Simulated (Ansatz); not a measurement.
**Polymorphs of TaSi₂**

Computed with DFT r2SCAN, scalar-relativistic, plane waves, PAW (Ansatz). All cells share a 500 eV cutoff and Γ-centred k meshes spaced at most 0.3 Å⁻¹ (0.19 for metals, 2π included).

Temperature and zero-point effects are left out. The comparison covers the computed candidates alone. The k mesh leaves about 4 meV/atom of noise in metals. Spin–orbit coupling is left out. No run is spin-polarised.

```
#            started from         space group  atoms  V (Å³/atom)  ΔE (meV/atom)  gap on mesh (eV)  rattle test
1           database cell    P6_422 (No. 181)      9         14.4              0              0.00            -
2          a rattled cell  I4_1/amd (No. 141)      6         13.8            564              0.00            -
3  cubic Laves (C15) type     Fd-3m (No. 227)      6         13.6            585              0.00  falls lower
4            cuprite type     Pn-3m (No. 224)      6         29.7           1968              0.00            -
```

The lowest structure: Space group P6_422 (No. 181), hexagonal, a = 4.780 Å, c = 6.555 Å. Ta is coordinated by 10 Si at 2.60–2.83 Å and 4 Ta at 3.24 Å; Si is coordinated by 3 Si at 2.55–2.62 Å, 5 Ta at 2.60–2.83 Å, 2 Si at 2.83 Å, 2 Si at 3.15 Å and 2 Si at 3.33 Å. Its energy against the elements is -0.46 eV/atom. The zero of energy is the lowest elemental structures computed at the same level; no fitted shifts are applied.

```xyz
9
Lattice="4.7800 0.0000 0.0000 -2.3900 4.1396 0.0000 0.0000 0.0000 6.5548" Properties=species:S:1:pos:R:3 pbc="T T T"
Ta    2.3900    0.0000    0.0000
Ta    1.1950    2.0698    4.3698
Ta   -1.1950    2.0698    2.1849
Si    0.0000    1.3104    0.0000
Si    3.6452    0.6552    4.3698
Si    1.2552    3.4844    2.1849
Si    2.3900    2.8292    0.0000
Si   -1.2552    3.4844    4.3698
Si    1.1348    0.6552    2.1849
```

The second: Space group I4_1/amd (No. 141), tetragonal, a = 4.699 Å, c = 7.518 Å. Ta has 8 Si at 2.79 Å, 4 Ta at 3.01 Å and 4 Si at 3.05 Å; Si has 2 Si at 2.35 Å, 4 Si at 2.51 Å, 4 Ta at 2.79 Å and 2 Ta at 3.05 Å.